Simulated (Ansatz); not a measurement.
**V (fcc): a workflow**

Computed with Ansatz (plane waves, PAW, 420 eV cutoff): PBE, scalar-relativistic, collinear spin, Γ-centred 18×18×18 mesh, 0.05 eV Gaussian smearing. The datasets are Ansatz's generated set soft_2.

At room temperature and ambient pressure V is bcc.

The first cell:

```yaml
crystal:
  lattice:
    - [0.00000, 1.90248, 1.90248]
    - [1.90248, 0.00000, 1.90248]
    - [1.90248, 1.90248, 0.00000]
  atoms:
    - { symbol: V, position: [0.00000, 0.00000, 0.00000] }
```

Starting moments (μB, in the order of the atoms): 1.0.

The steps in volume:

```csv
run,level,k-mesh,kind,V (Å³/atom),P (GPa),E − E(final) (meV/atom),gap on the mesh (eV)
1,PBE,18×18×18,fixed cell,13.77,1.5,0.6,metal
2,PBE,18×18×18,fixed cell,13.91,-0.3,0.0,metal
3,PBE,18×18×18,fixed cell,13.89,0.0,0.0,metal
```

Cell and atoms are those of this level's equilibrium.

The final structure (symmetry read at 0.01 Å). Symmetry: Fm-3m, No. 225, cubic system. Conventional cell: a = 3.816 Å, b = 3.816 Å, c = 3.816 Å, α = 90.00°, β = 90.00°, γ = 90.00°. V (site symmetry m-3m) has 12 V at 2.70 Å as nearest neighbours. (Neighbours are counted to 15 % beyond the shortest distance.)

- None of 4 magnetic starts ended more than 0.5 meV/atom under the solution without spin polarisation.
- At the final geometry the gap, band path included, is zero (metallic) and no site carries a moment.

**Why it comes out so.**

With 13 valence electrons in the calculation's cell and no magnetic order, the bands, two electrons each, can't all be full or empty: band theory demands a metal. (Only strong correlation, outside this picture, could make a Mott insulator of it.)
